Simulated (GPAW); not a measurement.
Here is a GPAW 26.7.0 calculation.

File run.py:

```python
import numpy as np
from ase.dft.bandgap import bandgap
from ase.io import read, write
from ase.units import Bohr, GPa
from gpaw import GPAW, PW
from gpaw.analyse.hirshfeld import HirshfeldPartitioning

atoms = read('Be.cif')

calc = GPAW(mode=PW(800),
            xc='revPBE',
            kpts={'size': (13, 14, 17), 'gamma': True},
            occupations={'name': 'fermi-dirac', 'width': 0.05},
            nbands=7,
            convergence={'density': 1e-05, 'energy': 1e-05},
            maxiter=150,
            legacy_gpaw=True,
            txt='gpaw.txt')
atoms.calc = calc
energy = atoms.get_potential_energy()
forces = atoms.get_forces()
stress = atoms.get_stress()
calc.write('gs.gpw')
write('result.traj', atoms)
print(f'Energy: {energy:.6f} eV')
print('Forces (eV/A):')
print(forces.round(4))
print('Stress (GPa):', (stress / GPa).round(3))
print('Fermi level:', round(calc.get_fermi_level(), 4), 'eV')
print(f'Gap: {bandgap(calc)[0]:.4f} eV, direct: {bandgap(calc, direct=True)[0]:.4f} eV')

hirshfeld = HirshfeldPartitioning(calc)
print('Hirshfeld charges:', *np.round(hirshfeld.get_charges(), 4))
print('Hirshfeld volume ratios:', *np.round(hirshfeld.get_effective_volume_ratios(), 4))

# fields on the real-space grid
write('density.cube', atoms, data=calc.get_pseudo_density() * Bohr**3)
write('potential.cube', atoms, data=calc.get_electrostatic_potential())
```

Contents of Be.cif:

```cif
data_Be
_cell_length_a 2.39596531
_cell_length_b 2.19901521
_cell_length_c 1.76039409
_cell_angle_alpha 102.24563755
_cell_angle_beta 109.14933482
_cell_angle_gamma 110.61795823
_space_group_name_H-M_alt 'P1'
_space_group_name_Hall 'P 1'
_space_group_IT_number 1
loop_
_space_group_symop_operation_xyz
'x,y,z'
loop_
_atom_site_label
_atom_site_type_symbol
_atom_site_symmetry_multiplicity
_atom_site_Wyckoff_symbol
_atom_site_fract_x
_atom_site_fract_y
_atom_site_fract_z
_atom_site_occupancy
Be1 Be 1 a 0.0000000000 0.0000000000 0.0000000000 1
```

Potentials or basis: the program's PAW data sets (release 1.2.1) made for this functional, pw.

Command:

```console
$ OMP_NUM_THREADS=1 python run.py
```

(1) What does it give for the band gap on the k mesh?

(2) What does it give for the pressure?

Results:

(1) none (metal or under the smearing width).

(2) 29.4 GPa.

Caveat: a pressure of tens of GPa on the cell as given is suspect, and the run, the potentials or the cell itself is likely at fault.
